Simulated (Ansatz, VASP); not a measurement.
# Two plane-wave programs on Sn

```
CELL_PARAMETERS angstrom
0.00000 3.27035 3.27035
3.27035 0.00000 3.27035
3.27035 3.27035 0.00000
ATOMIC_POSITIONS crystal
Sn 0.00000 0.00000 0.00000
Sn 0.25000 0.25000 0.25000
```

Alike in both runs: functional PBEsol; k mesh 12 × 12 × 12; occupations gaussian, width 0.1 eV; no spin polarisation.

Ansatz relaxed the structure, and its values are those at the end. VASP's run is a single point on that final structure, the one shown.

|  | VASP | Ansatz |
| --- | --- | --- |
| version | VASP 6.6.1 | Ansatz 0.2.0 |
| potentials or method | VASP PAW PBE potentials, release 64 (Sn_d) | scalar-relativistic, plane waves, PAW |
| plane-wave cutoff (eV) | 520 | 420 |
| valence electrons in the cell | 28 | 28 |

```csv
,VASP,Ansatz,Ansatz less VASP
gap on the k mesh at the Fermi level (eV),none,none,-
pressure (GPa),-0.1,0.0,+0.07
```

A gap of «none» marks a metal or a gap that the smearing closes.

Caveats: the PAW data sets were made with another functional, which shifts forces and pressure a little (VASP).
